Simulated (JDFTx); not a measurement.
Sr:

```
Sr
1.0
    -2.43500    2.43500    2.43500
     2.43500   -2.43500    2.43500
     2.43500    2.43500   -2.43500
Sr
1
Direct
  0.00000 0.00000 0.00000
```

This isn't the form of Sr at room conditions, which is fcc.

| Item | Value |
| --- | --- |
| Program | JDFTx 1.7.0 (patched build) |
| Task | single point |
| Functional | PBE |
| Potentials or basis | PseudoDojo-SR-PBE-0.5-standard |
| Cutoff | 925 eV |
| Density cutoff | 3701 eV |
| k mesh | 8 × 8 × 8 |
| Occupations | fermi-dirac, width 0.05 eV |
| Spin | no spin polarisation |

On this cell: pressure -0.7 GPa; band gap on the k mesh none (metal or under the smearing width).

The same run follows on a disturbed copy (cell strained at random at fixed volume):

```
Sr
1.0
    -2.38017    2.47759    2.42469
     2.37795   -2.51859    2.46347
     2.36561    2.50403   -2.46569
Sr
1
Direct
  0.01360 0.00598 0.98610
```

What changes?

The energy (extrapolated to zero smearing) moves by +1.0 meV/atom; pressure -0.7 GPa; band gap on the k mesh none (metal or under the smearing width).

Stress tensor (GPa, compression positive):
```
-0.65  0.08  0.01
 0.08 -0.70  0.20
 0.01  0.20 -0.70
```

Caveats: the empty levels aren't tightly converged; the cell was measured hot, at 901 K.
